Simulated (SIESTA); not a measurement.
The system is Sb.

```
CELL_PARAMETERS angstrom
3.35453 0.00000 0.00000
-1.67727 2.90511 0.00000
0.00000 0.00000 5.47016
ATOMIC_POSITIONS crystal
Sb 0.66667 0.33333 0.75000
Sb 0.33333 0.66667 0.25000
```

This isn't the form of Sb at room conditions, which is rhombohedral.

- Program: SIESTA 5.4.2
- Task: single point
- Functional: PBE
- Potentials or basis: PseudoDojo 0.4 standard (PBE files)
- Basis: DZP (energy shift 0.002 Ry)
- Grid cutoff: 500 Ry
- Energy shift: 0.002 Ry
- k mesh: 9 × 9 × 5
- Occupations: fermi-dirac, width 0.05 eV
- Spin: no spin polarisation

On this cell: pressure 4.1 GPa; largest force under 0.003 eV/Å; band gap on the k mesh none (metal or under the smearing width).

The same run follows on a disturbed copy (atoms moved at random, drawn with an rms of 0.05 Å):

```
Sb
1.0
     3.35453    0.00000    0.00000
    -1.67727    2.90511    0.00000
     0.00000    0.00000    5.47016
Sb
2
Cartesian
  1.7140 0.9717 4.1111
  -0.0346 1.9248 1.3982
```

Question: What changes?

Answer: The energy (extrapolated to zero smearing) moves by -1.1 meV/atom; pressure 4.1 GPa; largest force 0.026 eV/Å; band gap on the k mesh none (metal or under the smearing width).

Forces on the atoms (eV/Å):
```
Sb   0.024  0.010  0.002
Sb  -0.024 -0.010 -0.002
```

Stress tensor (GPa, compression positive):
```
4.30 0.26 0.02
0.26 4.20 0.01
0.02 0.01 3.78
```

The energy falls, though the first cell shows no forces: that form is unstable against this distortion, unless noise or another electronic state is at work.

Caveats: semicore shells carry a single zeta, which can move pressures by several GPa and volumes by a few percent; the basis of atomic orbitals isn't converged, which shifts pressures, moduli and gaps.
